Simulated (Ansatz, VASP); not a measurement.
## One calculation of LiCl, two programs

The input INCAR:

```
PREC = Accurate
ENCUT = 520
EDIFF = 1E-6
ISMEAR = -1
SIGMA = 0.05
LREAL = False
LASPH = True
NELM = 60
ALGO = Normal
ISIF = 2
LWAVE = False
LCHARG = True
GGA = PE
LELF = True
LVHAR = True
NBANDS = 18
```

File KPOINTS:

```
regular mesh
0
Gamma
  8 8 4
```

File POSCAR:

```
LiCl
1.0
    3.8447600896      0.0000000000      0.0000000000
   -1.9223800448      3.3296599091      0.0000000000
    0.0000000000      0.0000000000      6.2273866065
Cl Li
2 2
Direct
    0.3333333333      0.6666666667      0.9989840000
    0.6666666667      0.3333333333      0.4989840000
    0.3333333333      0.6666666667      0.3760170000
    0.6666666667      0.3333333333      0.8760170000
```

input.yaml

```yaml
crystal:
  lattice:
    - [3.8447600896, 0.0, 0.0]
    - [-1.9223800448, 3.3296599091, 0.0]
    - [0.0, 0.0, 6.2273866065]
  atoms:
    - { symbol: Cl, position: [0.3333333333, 0.6666666667, 0.998984] }
    - { symbol: Cl, position: [0.6666666667, 0.3333333333, 0.498984] }
    - { symbol: Li, position: [0.3333333333, 0.6666666667, 0.376017] }
    - { symbol: Li, position: [0.6666666667, 0.3333333333, 0.876017] }
hamiltonian:
  xc: pbe
  pseudopotentials: { kind: paw }
kpoints:
  mp_grid: { grid: [8, 8, 4] }
scf:
  occupations: { method: fermi_dirac, width: 0.05 }
output:
  forces: true
  stress: true
  eigenvalues: true
```

Measurements of this composition are mostly on another form, of space group No. 225.

Alike in both runs: task single point; functional PBE; k mesh 8 × 8 × 4; occupations fermi-dirac, width 0.05 eV; no spin polarisation.

|  | VASP | Ansatz |
| --- | --- | --- |
| version | VASP 6.6.1 | Ansatz 0.2.0 |
| potentials or method | VASP PAW PBE potentials, release 64 (Cl, Li_sv) | Ansatz PAW |
| plane-wave cutoff (eV) | 520 | 420 |
| valence electrons in the cell | 20 | 20 |

|  | VASP | Ansatz | Ansatz less VASP |
| --- | --- | --- | --- |
| gap on the k mesh at the Fermi level (eV) | 6.15 | 6.15 | -0.005 |
| least direct gap on the mesh (eV) | 6.15 | 6.15 | -0.005 |
| rms of the force components (eV/Å) | 0.011 | 0.011 | 0.0000 |

Atom by atom the forces differ by 0.000 eV/Å (rms over components). The functional is the same, so the differences come from potentials, cutoffs and numerics.

 A hybrid or GW would open this gap; PBE tends to underestimate it. A k mesh can miss the band edges.
